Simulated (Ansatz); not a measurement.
# TaN, one structure, two calculations

Cell: a COD entry, ions relaxed with PBE at fixed cell.

```cif
data_TaN
_symmetry_space_group_name_H-M 'P-62m'
_symmetry_Int_Tables_number 189
_cell_length_a 5.1960
_cell_length_b 5.1960
_cell_length_c 2.9110
_cell_angle_alpha 90.000
_cell_angle_beta 90.000
_cell_angle_gamma 120.000
loop_
_atom_site_label
_atom_site_type_symbol
_atom_site_symmetry_multiplicity
_atom_site_Wyckoff_symbol
_atom_site_fract_x
_atom_site_fract_y
_atom_site_fract_z
Ta1 Ta 2 d 0.3333 0.6667 0.5000
Ta3 Ta 1 a 0.0000 0.0000 0.0000
N N 3 f 0.3932 0.0000 0.0000
```

One atom of each set is listed.

First run. All values are calculated (Ansatz; DFT, PBE, plane waves and PAW, scalar-relativistic, collinear spin, 420 eV cutoff, Γ-centred 10×10×16 k-points, Fermi–Dirac smearing 0.05 eV), not measured. Start moments as typed (μB): 2 on each Ta, none on the rest.

| site | V_zz (10²¹ V/m²) | η |
| --- | --- | --- |
| Ta1 | -19.89 | 0.00 |
| Ta3 | 13.35 | 0.00 |
| N | -1.42 | 0.33 |

Second run. The same atoms and settings, except that spin–orbit coupling is included (fully relativistic PAW files).

(1) What does the second run give?

## Answers

(1) 

```json
{"site": "Ta1", "V_zz": "-19.71", "η": "0.00", "change of V_zz": "+0.18"}
{"site": "Ta3", "V_zz": "12.41", "η": "0.00", "change of V_zz": "-0.94"}
{"site": "N", "V_zz": "-1.42", "η": "0.32", "change of V_zz": "0.00"}
```

The largest change of V_zz is on Ta3, from 13.35 to 12.41. In per cent, |V_zz| changes by -7 to -1 on Ta (all sites that start above 2).

At this cell the principal stresses reach 5 GPa in size with PBE, which can matter for small gradients. With no gap above 0.1 eV, as in a metal, the gradients converge slowly in k; expect changes of a tenth or more on a denser mesh. With these PAW files V_zz is typically within 2 to 3 % of all-electron values, but misses above 10 % occur on Ta.
For the first run: The start moments die out, and the run ends without spin.
